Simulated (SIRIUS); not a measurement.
Pd:

```
Pd
1.0
     0.00000    1.94650    1.94650
     1.94650    0.00000    1.94650
     1.94650    1.94650    0.00000
Pd
1
Direct
  0.00000 0.00000 0.00000
```

Base run:

- Program: SIRIUS 7.12.0
- Functional: RPBE
- Potentials or basis: PseudoDojo 0.4.1 PBE standard (scalar relativistic)
- Cutoff: 1127 eV
- Density cutoff: 4507 eV
- k mesh: 10 × 10 × 10
- Occupations: fermi-dirac, width 0.05 eV
- Spin: no spin polarisation

Its results: pressure 11.5 GPa.

Q: The run is repeated on the same cell with these changes: functional from RPBE to LDA; libxc names from ["XC_GGA_X_RPBE", "XC_GGA_C_PBE"] to ["XC_LDA_X", "XC_LDA_C_PW"]. What comes out?

A: Pressure -8.4 GPa.

Caveats: this set's palladium file may shift the pressure by some GPa; the potentials were made for another functional, which shifts forces and pressure.

Not every run made on this cell is shown here.
